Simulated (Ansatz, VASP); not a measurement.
# Nb: VASP beside Ansatz

```
Nb
1.0
     0.00000    2.12901    2.12901
     2.12901    0.00000    2.12901
     2.12901    2.12901    0.00000
Nb
1
Direct
  0.00000 0.00000 0.00000
```

Change from the starting cell: volume scaled by 1.02.

Alike in both runs: task single point; functional PBEsol; k mesh 13 × 13 × 13; occupations fermi-dirac, width 0.08 eV; no spin polarisation.

|  | VASP | Ansatz |
| --- | --- | --- |
| version | VASP 6.6.1 | Ansatz 0.2.0 |
| potentials or method | VASP PAW PBE potentials, release 64 (Nb_sv), cutoff 520 eV | all-electron LAPW, scalar-relativistic |

VASP gave:

* pressure (GPa): -9.8

Task: What did Ansatz give for the same quantities?

Result: Pressure (GPa): -9.5.

Ansatz ran all-electron here, so the differences hold the error of VASP's frozen core and of both bases.

Caveats: the PAW data sets were made with another functional, which shifts forces and pressure a little (VASP).
